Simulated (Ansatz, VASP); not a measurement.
Two plane-wave programs on CaO

```
Ca O
1.0
     2.90321    0.00000    0.00000
     0.00000    2.90321    0.00000
     0.00000    0.00000    2.90321
Ca O
1 1
Direct
  0.00000 0.00000 0.00000
  0.50000 0.50000 0.50000
```

Alike in both runs: task single point; functional PBE; k mesh 6 × 6 × 6; no spin polarisation.

|  | VASP | Ansatz |
| --- | --- | --- |
| version | VASP 6.6.1 | Ansatz 0.2.0 |
| potentials or method | VASP PAW PBE potentials, release 64 (Ca_sv, O) | plane waves |
| plane-wave cutoff (eV) | 520 | 420 |
| occupations | gaussian, width 0.01 eV | fixed |
| valence electrons in the cell | 16 | 16 |

|  | VASP | Ansatz | Ansatz less VASP |
| --- | --- | --- | --- |
| gap on the k mesh at the Fermi level (eV) | 2.76 | 2.77 | +0.015 |
| pressure (GPa) | 4.3 | 3.6 | -0.68 |

A k mesh can miss the band edges.
